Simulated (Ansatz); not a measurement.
Write the native input for Ansatz 0.2.0 that does the following.

```
Task                : single point
Functional          : LDA
Potentials or basis : all-electron LAPW, scalar-relativistic
Cutoff              : 171 eV (chosen from the basis error)
Basis error allowed : 0.001 eV/atom
k mesh              : 6 × 6 × 3
Occupations         : fermi-dirac, width 0.05 eV
Spin                : collinear spin, ferromagnetic start
Starting moments    : [1.0, 1.0] μB
```

Yb:

```
CELL_PARAMETERS angstrom
3.87990 0.00000 0.00000
-1.93995 3.36009 0.00000
0.00000 0.00000 6.38590
ATOMIC_POSITIONS crystal
Yb 0.66667 0.33333 0.75000
Yb 0.33333 0.66667 0.25000
```

This isn't the form of Yb at room conditions, which is fcc.

One way to write it, as run:

input.yaml

```yaml
crystal:
  lattice:
    - [3.8799, 0.0, 0.0]
    - [-1.93995, 3.3600919641, 0.0]
    - [0.0, 0.0, 6.3859]
  atoms:
    - { symbol: Yb, position: [0.6666666667, 0.3333333333, 0.75], spin: 1.0 }
    - { symbol: Yb, position: [0.3333333333, 0.6666666667, 0.25], spin: 1.0 }
kpoints:
  mp_grid: { grid: [6, 6, 3] }
scf:
  occupations: { method: fermi_dirac, width: 0.05 }
hamiltonian:
  xc: lda
  pseudopotentials: { kind: all_electron, lapw: { basis_error: 0.001 } }
magnetization:
  spin_polarized: true
output:
  forces: true
  stress: true
  eigenvalues: true
```

Potentials or basis: all-electron LAPW, scalar-relativistic.

The run is started by

```sh
$ ansatz run input.yaml --threads 2 --pin off --max-ram 6144MiB --backend cpu --events-out ev --progress --plain --runs-dir out
```

Results of the run:

```
Pressure               : -4.4 GPa
Band gap on the k mesh : none (metal or under the smearing width)
Net moment             : 0.00 μB per cell
Absolute moment        : 0.00 μB per cell
```

Caveat: the k mesh is thin for a metal, which can move the energy by tens of meV per atom; an open f shell can end in a state above the lowest; spin-orbit coupling is left out, which moves the levels of the heavy elements; the starting moments weren't kept.

It took 12 s on 2 threads of Intel(R) Xeon(R) Platinum 8488C (Sapphire Rapids) (shared host), peak memory 0.43 GiB.
